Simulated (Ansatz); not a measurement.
# Si2Ni (Fm-3m) in Ansatz: convergence with k mesh

Aim: find how far k mesh must go before the results for Si2Ni settle, at PBE. This setting moves, with any that are tied to it; all else stays.

Everything below comes from runs of Ansatz 0.2.0. Logs are shortened: lines on timing, memory, paths and dates and some standing lists are left out, and cuts for length are marked.

## 1. The crystal as given

The structure is cubic, space group Fm-3m (No. 225). The conventional cell has a = 5.406 Å, b = 5.406 Å, c = 5.406 Å, α = 90.00°, β = 90.00°, γ = 90.00°. Ni (site symmetry m-3m) is surrounded by 8 Si at 2.34 Å. Si (site symmetry -43m) has 4 Ni at 2.34 Å as nearest neighbours.

## 2. With k mesh 3 × 3 × 3

input.yaml reads:

```yaml
crystal:
  lattice:
    - [0.0, 2.703, 2.703]
    - [2.703, 0.0, 2.703]
    - [2.703, 2.703, 0.0]
  atoms:
    - { symbol: Ni, position: [0.0, 0.0, 0.0], spin: 1.0 }
    - { symbol: Si, position: [0.75, 0.75, 0.75] }
    - { symbol: Si, position: [0.25, 0.25, 0.25] }
hamiltonian:
  xc: pbe
  pseudopotentials: { kind: nc }
magnetization:
  spin_polarized: true
kpoints:
  mp_grid: { grid: [3, 3, 3] }
scf:
  occupations: { method: cold, width: 0.05 }
output:
  forces: true
  stress: true
  eigenvalues: true
```

Potentials or basis: Ansatz NC.

Run with:

```console
$ ansatz run input.yaml --threads 2 --pin off --max-ram 5632MiB --backend cpu --events-out ev --progress --plain --runs-dir out
```

Run time: 0.96 s. Hardware: 2 threads of AMD EPYC 9R45 (Zen 5), shared host; peak memory 0.41 GiB.

What came out:

| Property | Result |
| --- | --- |
| Free energy | -4867.1632 eV |
| Pressure | 1.0 GPa |
| Band gap on the k mesh | none (metal or under the smearing width) |
| Net moment | 0.22 μB per cell |
| Absolute moment | 0.26 μB per cell |
| Site moments | Ni +0.18; Si +0.02 μB |

## 3. With k mesh 4 × 4 × 4

Edit input.yaml of step 2 so:

```diff
@@ -15,3 +15,3 @@
 kpoints:
-  mp_grid: { grid: [3, 3, 3] }
+  mp_grid: { grid: [4, 4, 4] }
 scf:
```

Potentials or basis: Ansatz NC.

Run with:

```console
$ ansatz run input.yaml --threads 2 --pin off --max-ram 5632MiB --backend cpu --events-out ev --progress --plain --runs-dir out
```

It took 1.1 s on 2 threads of AMD EPYC 9R45 (Zen 5), shared host; peak memory 0.44 GiB.

Results:

```
Free energy            : -4867.3443 eV
Pressure               : 4.3 GPa
Band gap on the k mesh : none (metal or under the smearing width)
Net moment             : 0.25 μB per cell
Absolute moment        : 0.25 μB per cell
Site moments           : Ni +0.07; Si +0.03 μB
```

## 4. With k mesh 5 × 5 × 5

Edit input.yaml of step 3 so:

```diff
@@ -15,3 +15,3 @@
 kpoints:
-  mp_grid: { grid: [4, 4, 4] }
+  mp_grid: { grid: [5, 5, 5] }
 scf:
```

Run with:

```console
$ ansatz run input.yaml --threads 2 --pin off --max-ram 5632MiB --backend cpu --events-out ev --progress --plain --runs-dir out
```

It took 1.9 s on 2 threads of AMD EPYC 9R45 (Zen 5), shared host; peak memory 0.46 GiB.

What came out:

```
Free energy            : -4867.4188 eV
Pressure               : 3.8 GPa
Band gap on the k mesh : none (metal or under the smearing width)
Net moment             : 0.03 μB per cell
Absolute moment        : 0.03 μB per cell
```

## 5. With k mesh 6 × 6 × 6

Edit input.yaml of step 4 so:

```diff
@@ -15,3 +15,3 @@
 kpoints:
-  mp_grid: { grid: [5, 5, 5] }
+  mp_grid: { grid: [6, 6, 6] }
 scf:
```

Run with:

```console
$ ansatz run input.yaml --threads 2 --pin off --max-ram 5632MiB --backend cpu --events-out ev --progress --plain --runs-dir out
```

Run time: 2.2 s. Hardware: 2 threads of AMD EPYC 9R45 (Zen 5), shared host; peak memory 0.5 GiB.

What came out:

* Free energy: -4867.4564 eV
* Pressure: 3.8 GPa
* Band gap on the k mesh: none (metal or under the smearing width)
* Net moment: 0.08 μB per cell
* Absolute moment: 0.09 μB per cell
* Site moments: Ni +0.06; Si +0.01 μB

## 6. With k mesh 8 × 8 × 8

Edit input.yaml of step 5 so:

```diff
@@ -15,3 +15,3 @@
 kpoints:
-  mp_grid: { grid: [6, 6, 6] }
+  mp_grid: { grid: [8, 8, 8] }
 scf:
```

Potentials or basis: Ansatz NC.

Run with:

```console
$ ansatz run input.yaml --threads 2 --pin off --max-ram 5632MiB --backend cpu --events-out ev --progress --plain --runs-dir out
```

Wall time 4 s (2 threads of AMD EPYC 9R45 (Zen 5), shared host); peak memory 0.54 GiB.

The run converged. Its results:

| Item | Value |
| --- | --- |
| Free energy | -4867.4571 eV |
| Pressure | 2.8 GPa |
| Band gap on the k mesh | none (metal or under the smearing width) |
| Net moment | 0.00 μB per cell |
| Absolute moment | 0.00 μB per cell |

## 7. With k mesh 10 × 10 × 10

Edit input.yaml of step 6 so:

```diff
@@ -15,3 +15,3 @@
 kpoints:
-  mp_grid: { grid: [8, 8, 8] }
+  mp_grid: { grid: [10, 10, 10] }
 scf:
```

Run with:

```console
$ ansatz run input.yaml --threads 2 --pin off --max-ram 5632MiB --backend cpu --events-out ev --progress --plain --runs-dir out
```

Run time: 5.6 s. Hardware: 2 threads of AMD EPYC 9R45 (Zen 5), shared host; peak memory 0.61 GiB.

It converged, with:

| Item | Value |
| --- | --- |
| Free energy | -4867.4636 eV |
| Pressure | 3.3 GPa |
| Band gap on the k mesh | none (metal or under the smearing width) |
| Net moment | 0.00 μB per cell |
| Absolute moment | 0.00 μB per cell |

## 8. With k mesh 12 × 12 × 12

Edit input.yaml of step 7 so:

```diff
@@ -15,3 +15,3 @@
 kpoints:
-  mp_grid: { grid: [10, 10, 10] }
+  mp_grid: { grid: [12, 12, 12] }
 scf:
```

Run with:

```console
$ ansatz run input.yaml --threads 2 --pin off --max-ram 5632MiB --backend cpu --events-out ev --progress --plain --runs-dir out
```

Wall time 7.8 s (2 threads of AMD EPYC 9R45 (Zen 5), shared host); peak memory 0.71 GiB.

It converged, with:

```
Free energy            : -4867.4606 eV
Pressure               : 3.1 GPa
Band gap on the k mesh : none (metal or under the smearing width)
Net moment             : 0.00 μB per cell
Absolute moment        : 0.00 μB per cell
```

## 9. With k mesh 14 × 14 × 14

Edit input.yaml of step 8 so:

```diff
@@ -15,3 +15,3 @@
 kpoints:
-  mp_grid: { grid: [12, 12, 12] }
+  mp_grid: { grid: [14, 14, 14] }
 scf:
```

Potentials or basis: Ansatz NC.

Run with:

```console
$ ansatz run input.yaml --threads 2 --pin off --max-ram 5632MiB --backend cpu --events-out ev --progress --plain --runs-dir out
```

The program printed:

```text
Warning: RAYON_NUM_THREADS=2 ignored (pool sized by the plan → 2); use --threads N
Engine: ansatz 0.2.0, x86_64-unknown-linux-gnu
Pseudopotentials: kind: nc
Pseudopotential: Ni, nc, valence charge 18, recommended cutoff 1400 eV (normal), Ni.nc.azcp
Pseudopotential: Si, nc, valence charge 4, recommended cutoff 489.804952 eV (normal), Si.nc.azcp
Functional definition: PBE
  parameter kappa = 0.804
  parameter beta = 0.06672455060314922
  exchange = pbe_x(kappa = kappa, mu = beta*pi^2/3)
  correlation = pbe_c(beta = beta)
Crystal: 3 atoms, lattice volume = 39.497 Å³
Basis set: ecut = 1400 eV, 4693 PW (Γ), exchange–correlation on 96×96×96 points (8 copies of the dense FFT grid, shifted against one another)
Bands: 18, of which v1, the nominal top of the filled ones, is band 13 counted from 1 (12 counted from 0)
Symmetry: 48 space group operations
Space group: Fm-3m (ITA 225), of the structure as read, at distance tolerance 3.4e-5 Å
Magnetic group: BNS 225.116 (UNI 1618), of the structure as read, at distance tolerance 3.4e-5 Å
k-points: 104 of 2744
Non-local potential: Ni, projectors of the file, l = 0: 2, l = 1: 2, l = 2: 2
Non-local potential: Si, projectors of the file, l = 0: 2, l = 1: 2, l = 2: 2
Initial density: superposition of atomic densities (chi_scale 0.1, normalization cell)
Starting moments: Σ|m| = 1 μB on 1 of 3 sites
Initial wavefunctions: pseudopotential atomic-orbital guess
Functional: x = pbe(κ = 0.804, μ = 0.2195149727645171), c = pbe(β = 0.06672455060314922)
SCF iter   1: F=—  HF=-4868.185804 eV  |F-HF|=—  |Δ(HF+E_count)|=         —  Δρ=9.58e-2 (↑3.31e-2 ↓9.58e-2)  dr2=4.31e0  dr2_m=1.09e0  M=0.095 μB ∫|m|=0.246 μB  β_m=0.30  ethr=3.10e-3  ⟨swp⟩=6.3  Hψ=19974  notcnv=0
preconditioner: auto → Kerker (q_TF=auto, 2.545 Å⁻¹)  [metal: Δε(μ)=0.057 eV  Ē_g=9.582 eV  σ=0.050 eV  W_gap=0.41  n_scr=14 (ndim 8)  ℏωp=25.1 eV  f_vac=0.000  D(μ)=0.47/eV (n_scr^D=0)]
spin=Collinear: Kerker preconditioning applied to the charge; magnetization (m = ρ↑ − ρ↓) channel mixes plain (no charge-response kernel on spin).
[... 13 lines left out ...]
SCF iter  13: F=—  HF=-4867.463037 eV  |F-HF|=—  |Δ(HF+E_count)|=   4.87e-6  S|Δr|=    0.00e0  Δρ=1.43e-4 (↑1.43e-4 ↓1.42e-4)  dr2=1.57e-7  dr2_m=7.24e-6  M=0.000 μB ∫|m|=0.003 μB  β_m=0.80  ethr=2.86e-8  ⟨swp⟩=2.0  Hψ=6211  notcnv=0  defer=173
SCF iter  14: F=—  HF=-4867.463044 eV  |F-HF|=—  |Δ(HF+E_count)|=   6.92e-6  S|Δr|=    0.00e0  Δρ=1.59e-5 (↑1.59e-5 ↓1.43e-5)  dr2=2.98e-8  dr2_m=7.20e-8  M=0.000 μB ∫|m|=0.000 μB  β_m=0.90  ethr=3.85e-10  ⟨swp⟩=10.8  Hψ=21006  notcnv=0
SCF iter  15: F=—  HF=-4867.463044 eV  |F-HF|=—  |Δ(HF+E_count)|=   1.29e-7  S|Δr|=    0.00e0  Δρ=3.65e-6 (↑1.98e-6 ↓3.65e-6)  dr2=4.92e-9  dr2_m=1.97e-9  M=0.000 μB ∫|m|=0.000 μB  β_m=0.95  ethr=1.15e-10  ⟨swp⟩=4.1  Hψ=12308  notcnv=0
SCF iter  16: F=-4867.463044 eV  HF=-4867.463044 eV  |F-HF|=1.58e-10  |Δ(HF+E_count)|=   3.86e-9  S|Δr|=    0.00e0  Δρ=3.65e-7 (↑3.41e-7 ↓3.65e-7)  dr2=2.95e-10  dr2_m=5.92e-12  M=0.000 μB ∫|m|=0.000 μB  ethr=1.89e-11  ⟨swp⟩=3.4  Hψ=10382  notcnv=0
WARN: the starting moments were not kept: the SCF closed with an absolute magnetisation of 2.3e-6 μB, where they sum to 1 μB in size (1 site). That is at most 0.1 of that sum. Measured as dr2_m measures the in/out step, that magnetisation stands 3.0e-12 eV from none, at or under the dr2_threshold of 1.0e-7 eV: it is no larger than a step whose dr2_m would equal this threshold. The system may hold no moment; this SCF shows only that its start led to no more than that. To try another start: raise the starting moments (crystal.atoms[].spin, magnetization.per_species, magnetization.initial_magnetization, or on a non-collinear deck that types none of these the spinor_matrix: blocks that start its atoms; where the total moment is fixed, keep their sum and leave initial_magnetization as it is; typed ones take the place of any that the run laid by itself, positive ones on a crystal's lanthanoids without a Hubbard term where scf.initial_density.shell_occupations: [] is typed) or, if the notice of its spin-set hold's release reads "site moments contracting" or "site moments show no strong build", lengthen the hold (scf.mixing.spin_hold: { on: { confirm: 4 } }; for m-r²SCAN on two components see the key's manual first). Each may lead to a state that holds a moment. A second SCF, from the converged charge density, with the starting moments and any scf.initial_density.shell_occupations laid on it anew, would have followed, and was not run: the deck does not ask for one (magnetization.retry_lost_moments is false, the default). To let it run, set magnetization.retry_lost_moments: true and run the deck again, where that key's refused combinations let it; where memory then withholds it, that run's warning says so.
SCF 1 converged in 16 iterations: F = -4867.463044 eV  dr2 = 2.95e-10
this state was not tested for a lower state beside it, because cold or Methfessel-Paxton smearing, or corrected tetrahedra, fill the levels in a way that the test cannot read (fill_not_monotonic; see scf.lower_state_search)
SCF converged after 16 iterations
Magnetization: 0.0000 μB (13.0000 up, 13.0000 down)
Absolute magnetization: 0.0000 μB (∫|ρ↑−ρ↓|)
Spin contamination: 0.0000 ħ² per cell (⟨S²⟩ above its minimum at these occupations)
Per-site moments (μB) at R_I (Å): [(-1.0407526957939995e-6, 0.9656074999021016), (1.5346573031691582e-7, 0.9656074999021016), (1.5346573033570322e-7, 0.9656074999021018)]
Free energy (F): -4867.463044 eV
Harris-Foulkes:  -4867.463044 eV  (|F-HF|=1.58e-10)
Internal energy: -4867.462643 eV  (E = F + TS)
E sigma→0 (E₀):  -4867.462911 eV
Entropy (-TS):   -0.000401 eV (-0.134 meV/atom)
Fermi energy:    13.396559 eV
--- Per-component energies (eV) ---
  E_band       = -343.170088
  E_kinetic    = 2365.780216
  E_local      = -5093.598967  (includes V_loc(G=0)·N_el)
  E_nonlocal   = -954.964350
  E_hartree    = 2024.312188
  E_xc         = -681.142875
  E_vxc        = -709.011050  (∫ρ·V_xc dr)
  E_ewald      = -2527.848854
  E_smearing   = -0.000401  (= −TS)
  E_closure    = 0.000000  (closes the sum)
  Σ components = -4867.463044   (vs F -4867.463044, Δ=0.00e0)
--- Forces (eV/Å), atoms counted from 1 ---
  atom   1  Ni     0.00000000     0.00000000     0.00000000
  atom   2  Si    -0.00000000     0.00000000    -0.00000000
  atom   3  Si     0.00000000     0.00000000    -0.00000000
  max |Σ_I F_I| component: 3.70e-17 eV/Å
--- Stress (GPa, compression-positive) ---
        3.388000      -0.000000      -0.000000
       -0.000000       3.388000       0.000000
       -0.000000       0.000000       3.388000
  P = ⅓ Tr σ = 3.3880 GPa (33.880 kbar)
--- Band table (eV; the first three rows and the last of 208) ---
  k-point 0 ↑: bands = ["-91.3041", "-51.7003", "-51.7003", "-51.7003", "-0.5634", "8.1049", "8.1049", "8.1049", "9.8376", "9.8376", "13.0004", "15.0398", "15.0398", "15.0398", "15.5642", "15.5642", "15.5642", "18.0236"]
  k-point 1 ↑: bands = ["-91.3041", "-51.7003", "-51.7003", "-51.7003", "-0.4877", "7.9474", "8.1294", "8.1294", "9.8226", "9.8226", "12.9198", "14.1579", "14.6131", "14.6131", "16.0005", "16.0005", "16.6054", "17.7198"]
  k-point 2 ↑: bands = ["-91.3041", "-51.7005", "-51.7003", "-51.7003", "-0.2613", "7.5004", "8.1983", "8.1983", "9.7868", "9.7868", "12.2212", "13.9252", "14.0354", "14.0354", "16.3065", "16.3065", "17.3649", "17.5745"]
  k-point 103 ↓: bands = ["-91.3041", "-51.7011", "-51.7010", "-51.7007", "4.1347", "4.6383", "6.0531", "6.7742", "9.5166", "9.6471", "9.7295", "10.1760", "10.8975", "14.8675", "16.2763", "17.3697", "19.2366", "21.7138"]
```

It took 11 s on 2 threads of AMD EPYC 9R45 (Zen 5), shared host; peak memory 0.81 GiB.

What came out:

| Item | Value |
| --- | --- |
| Free energy | -4867.4630 eV |
| Pressure | 3.4 GPa |
| Band gap on the k mesh | none (metal or under the smearing width) |
| Net moment | 0.00 μB per cell |
| Absolute moment | 0.00 μB per cell |

## 10. The series at a glance

```csv
k mesh,"energy less the tightest run, at zero smearing (meV/atom)",pressure (GPa),absolute moment (μB),SCF cycles,CPU time (s),peak memory (GiB)
3 × 3 × 3,99.78,1.00,0.26,16,1.8,0.41
4 × 4 × 4,39.42,4.28,0.25,15,2.2,0.44
5 × 5 × 5,14.85,3.85,0.03,21,3.7,0.46
6 × 6 × 6,2.21,3.81,0.09,18,4.2,0.5
8 × 8 × 8,1.93,2.80,0.00,18,7.7,0.54
10 × 10 × 10,-0.15,3.34,0.00,17,11,0.61
12 × 12 × 12,0.83,3.12,0.00,16,15,0.71
14 × 14 × 14,0.00,3.39,0.00,16,22,0.81
```

Against the tightest run, the energy stays within 1 meV/atom from 10 × 10 × 10 on; the absolute moment stays within 0.02 μB from 8 × 8 × 8 on. Not settled before the last step: the pressure (to 0.1 GPa). Meshes of other sizes hit other points, so gaps and Fermi surfaces needn't settle smoothly. The tightest run that finished is the yardstick and may itself not be fully converged.

Caveats: the starting moments weren't kept.
